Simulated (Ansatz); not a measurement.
Write the native input for Ansatz 0.2.0 that does the following.

```
Task                  : relaxation of cell and atoms
Functional            : PBEsol
Potentials or basis   : Ansatz PAW
Cutoff                : 420 eV (not typed: the program's choice for these potentials)
k mesh                : 9 × 9 × 5
Occupations           : fermi-dirac, width 0.05 eV
Spin                  : no spin polarisation
Target pressure       : 2 GPa
Target pressure (GPa) : 2
```

Crystal: Sc.

```
Sc
1.0
     3.30900    0.00000    0.00000
    -1.65450    2.86568    0.00000
     0.00000    0.00000    5.27330
Sc
2
Direct
  0.66667 0.33333 0.75000
  0.33333 0.66667 0.25000
```

One way to write it, as run:

input.yaml

```yaml
crystal:
  lattice:
    - [3.309, 0.0, 0.0]
    - [-1.6545, 2.8656780611, 0.0]
    - [0.0, 0.0, 5.2733]
  atoms:
    - { symbol: Sc, position: [0.6666666667, 0.3333333333, 0.75] }
    - { symbol: Sc, position: [0.3333333333, 0.6666666667, 0.25] }
hamiltonian:
  xc: pbesol
  pseudopotentials: { kind: paw }
kpoints:
  mp_grid: { grid: [9, 9, 5] }
scf:
  occupations: { method: fermi_dirac, width: 0.05 }
output:
  forces: true
  stress: true
  eigenvalues: true
  write_density: true
  write_potential: true
  elf: true
  volumetric_format: npy
relax:
  f_tol: 0.01
  max_steps: 40
  cell: { stress_tol: 0.05, p_target: 2.0 }
```

Potentials or basis: Ansatz PAW.

Command:

```console
$ ansatz run input.yaml --threads 2 --pin off --max-ram 5632MiB --backend cpu --events-out ev --progress --plain --runs-dir out
```

Results of the run:

```
Relaxed volume                                         : 22.90 Å³/atom
Relaxed cell                                           : a = 3.242 Å, b = 3.242 Å, c = 5.033 Å, α = 90.00°, β = 90.00°, γ = 120.00°
Space group after relaxing (to 0.05 Å)                 : P6_3/mmc (No. 194)
Energy change on relaxing (the enthalpy is what falls) : -9.5 meV/atom
Ionic steps                                            : 6
Pressure after relaxing                                : 2.0 GPa
Band gap on the k mesh                                 : none (metal or under the smearing width)
```

Caveat: the plane-wave basis is chosen anew once the cell has moved, so the energies of steps on either side of that aren't comparable; the PAW data sets come from PBE, with cores solved anew for the run's functional, which leaves a small shift of forces and pressure.

Run time: 4.9 s on 2 threads of Intel(R) Xeon(R) Platinum 8375C CPU @ 2.90GHz (Ice Lake), on a shared host, peak memory 0.41 GiB.
